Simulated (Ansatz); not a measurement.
**Ni under strain**

Level of theory: DFT PBEsol, scalar-relativistic, plane waves, PAW in Ansatz. (420 eV cutoff, 22×22×16 k-mesh, Gaussian smearing of 0.10 eV, collinear spin)

Starting point, cell and atoms relaxed:

```yaml
crystal:
  lattice:
    - [1.73157, 1.73157, 0.00000]
    - [-1.73157, 1.73157, 0.00000]
    - [0.00000, 0.00000, 3.46315]
  atoms:
    - { symbol: Ni, position: [0.00000, 0.00000, 0.00000] }
    - { symbol: Ni, position: [0.50000, 0.50000, 0.50000] }
```

Deformation: uniaxial strain along c, with the lengths of a and b and the atoms relaxed and the angles held, all within the symmetry that the strain leaves. Energies are extrapolated to zero smearing. Stress is positive in compression, on the Cartesian axes of the cell above.

Strains computed: -3.0, -2.0, -1.0, +1.0, +2.0, +3.0 %.

Question: At which strain does the energy stand 2.7 meV/atom over the relaxed crystal with σxx = 0.01, σyy = 0.01, σzz = -3.96 GPa?

Answer: +2.0 %.